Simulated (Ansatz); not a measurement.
The calculation used DFT PBE, scalar-relativistic, plane waves, PAW in Ansatz 0.2.0. All cells share a 420 eV cutoff and Γ-centred k meshes spaced at most about 0.3 Å⁻¹ (about 0.25 or finer for metals, 2π included). No spin polarisation.

Temperature and zero-point effects are left out.

Problem. Order these relaxed structures of NbAs by energy, lowest first, with the energy over the lowest of them.
A.

```cif
data_structure
_symmetry_space_group_name_H-M 'I4_1md'
_symmetry_Int_Tables_number 109
_cell_length_a 3.4734
_cell_length_b 3.4734
_cell_length_c 11.7504
_cell_angle_alpha 90.000
_cell_angle_beta 90.000
_cell_angle_gamma 90.000
_cell_volume 141.76
loop_
_atom_site_label
_atom_site_type_symbol
_atom_site_symmetry_multiplicity
_atom_site_Wyckoff_symbol
_atom_site_fract_x
_atom_site_fract_y
_atom_site_fract_z
_atom_site_occupancy
Nb1 Nb 4 a 0.00000 0.00000 0.24890 1
As1 As 4 a 0.50000 0.50000 0.16710 1
```

B.

```cif
data_structure
_symmetry_space_group_name_H-M 'Pm-3m'
_symmetry_Int_Tables_number 221
_cell_length_a 3.2174
_cell_length_b 3.2174
_cell_length_c 3.2174
_cell_angle_alpha 90.000
_cell_angle_beta 90.000
_cell_angle_gamma 90.000
_cell_volume 33.31
loop_
_atom_site_label
_atom_site_type_symbol
_atom_site_symmetry_multiplicity
_atom_site_Wyckoff_symbol
_atom_site_fract_x
_atom_site_fract_y
_atom_site_fract_z
_atom_site_occupancy
Nb1 Nb 1 a 0.00000 0.00000 0.00000 1
As1 As 1 b 0.50000 0.50000 0.50000 1
```

Solution. A (0 meV/atom), B (259 meV/atom). Forms: A I4_1md; B caesium chloride type, Pm-3m. Counting As atoms around Nb (those within 1.25 times the shortest such distance or 1.15 times the sum of covalent radii): A has Nb 6; B has Nb 8. Origin: A, reached from a cell as deposited in COD, among other starts; B, invented.

Cells relaxed within their symmetry can be saddle points. Some structure types and database cells were kept out of the candidates from the start, so a known form may be missing.
